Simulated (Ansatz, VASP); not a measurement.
ZnCu: VASP beside Ansatz

File INCAR:

```
PREC = Accurate ; ENCUT = 520
EDIFF = 1E-6 ; ISMEAR = -1
SIGMA = 0.05 ; LREAL = False
LASPH = True ; NELM = 100
ALGO = Fast ; ISIF = 2
LWAVE = False ; LCHARG = False
GGA = B5 ; ALDAX = 1.0
AGGAX = 1.0 ; AGGAC = 1.0
ALDAC = 0.0 ; NBANDS = 18
```

The input KPOINTS:

```
Automatic mesh
0
Gamma
  5 5 5
```

The input POSCAR:

```
ZnCu
1.0
    2.9450000000      0.0000000000      0.0000000000
    0.0000000000      2.9450000000      0.0000000000
    0.0000000000      0.0000000000      2.9450000000
Zn Cu
1 1
Direct
    0.5000000000      0.5000000000      0.5000000000
    0.0000000000      0.0000000000      0.0000000000
```

Contents of input.yaml:

```yaml
crystal:
  lattice:
    - [2.945, 0.0, 0.0]
    - [0.0, 2.945, 0.0]
    - [0.0, 0.0, 2.945]
  atoms:
    - { symbol: Zn, position: [0.5, 0.5, 0.5] }
    - { symbol: Cu, position: [0.0, 0.0, 0.0] }
hamiltonian:
  xc: blyp
  pseudopotentials: { kind: paw }
kpoints:
  mp_grid: { grid: [5, 5, 5] }
  band_path:
    path:
      - [[0.0, 0.0, 0.0], [0.0, 0.5, 0.0], [0.5, 0.5, 0.0], [0.0, 0.0, 0.0], [0.5, 0.5, 0.5], [0.0, 0.5, 0.0]]
      - [[0.5, 0.5, 0.0], [0.5, 0.5, 0.5]]
    npoints: 14
scf:
  occupations: { method: fermi_dirac, width: 0.05 }
  n_extra_bands: 6
output:
  forces: true
  stress: true
  eigenvalues: true
  fatbands: false
```

Alike in both runs: functional BLYP; k mesh 5 × 5 × 5; occupations fermi-dirac, width 0.05 eV; no spin polarisation.

```csv
,VASP,Ansatz
version,VASP 6.6.1,Ansatz 0.2.0
potentials or method,"VASP PAW PBE potentials, release 64 (Zn, Cu)",Ansatz PAW
plane-wave cutoff (eV),520,420
valence electrons in the cell,23,31
task,single point,band structure
```

VASP gave:

| Property | Result |
| --- | --- |
| gap on the k mesh at the Fermi level (eV) | none |
| pressure (GPa) | 10.9 |

Question: What did Ansatz give for the same quantities?

Answer: gap on the k mesh at the Fermi level (eV): none; pressure (GPa): 10.2.

A gap of «none» marks a metal or a gap that the smearing closes. The two sets of potentials don't hold the same shells in valence.

Caveats: the k mesh is coarse (spacing up to 0.43 Å⁻¹), so the values aren't converged; the PAW data sets were made with another functional, which shifts forces and pressure a little (VASP); the PAW data sets come from PBE, with cores solved anew for the run's functional, which leaves a small shift of forces and pressure (Ansatz).
